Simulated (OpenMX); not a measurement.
Write the native input for OpenMX 3.8.5 that does the following.

```yaml
Task: single point
Functional: PBE
Potentials_or_basis: OpenMX 2013 PBE set, As7.0-s3p2d2, B7.0-s2p2d1, grid cutoff 500 Ry
k_mesh: 11 × 11 × 11
Occupations: fermi-dirac, width 0.05 eV
Spin: no spin polarisation
Mixing_scheme: rmm-diisk
SCF_threshold: 1e-08 Ha
Solver: band
Max_SCF_cycles: 100
```

The system is BAs.

```
As B
1.0
     0.00000    2.38850    2.38850
     2.38850    0.00000    2.38850
     2.38850    2.38850    0.00000
As B
1 1
Cartesian
  3.5827 3.5827 3.5827
  0.0000 0.0000 0.0000
```

These files were run (other wordings do the same):

BAs.dat

```
System.CurrrentDirectory             ./
System.Name                          BAs
DATA.PATH                            ./DFT_DATA13
level.of.stdout                      1
level.of.fileout                     0
Species.Number                       2
<Definition.of.Atomic.Species
  As  As7.0-s3p2d2           As_PBE13
  B   B7.0-s2p2d1            B_PBE13
Definition.of.Atomic.Species>

Atoms.Number                         2
Atoms.SpeciesAndCoordinates.Unit     FRAC
<Atoms.SpeciesAndCoordinates
    1  As    0.7500000000    0.7500000000    0.7500000000   7.500  7.500
    2  B     0.0000000000    0.0000000000    0.0000000000   1.500  1.500
Atoms.SpeciesAndCoordinates>

Atoms.UnitVectors.Unit               Ang
<Atoms.UnitVectors
     0.0000000000    2.3885000000    2.3885000000
     2.3885000000    0.0000000000    2.3885000000
     2.3885000000    2.3885000000    0.0000000000
Atoms.UnitVectors>

scf.XcType                           GGA-PBE
scf.SpinPolarization                 off
scf.ElectronicTemperature            580.226
scf.energycutoff                     500.0
scf.maxIter                          100
scf.EigenvalueSolver                 band
scf.Kgrid                            11 11 11
scf.Mixing.Type                      rmm-diisk
scf.Init.Mixing.Weight               0.05
scf.Min.Mixing.Weight                0.001
scf.Max.Mixing.Weight                0.3
scf.Mixing.History                   25
scf.Mixing.StartPulay                8
scf.criterion                        1.0e-8
scf.stress.tensor                    on
MD.Type                              nomd
```

Potentials or basis: OpenMX 2013 PBE set, As7.0-s3p2d2, B7.0-s2p2d1, grid cutoff 500 Ry.

Command:

```sh
$ openmx BAs.dat -nt 1 > BAs.std
```

Results of the run:

```
Pressure               : 2.7 GPa
Band gap on the k mesh : 1.26 eV, indirect (least direct gap 3.35 eV)
Mulliken charges       : As -0.72; B +0.72 e
```

Caveat: Mulliken charges move with the basis; an odd mesh through Γ misses points on the zone boundary, where band edges often lie; the basis of atomic orbitals isn't converged, which shifts pressures, moduli and gaps.

Wall time 87 s on 1 thread of Arm Neoverse V2, with other jobs on the host, peak memory 0.73 GiB.
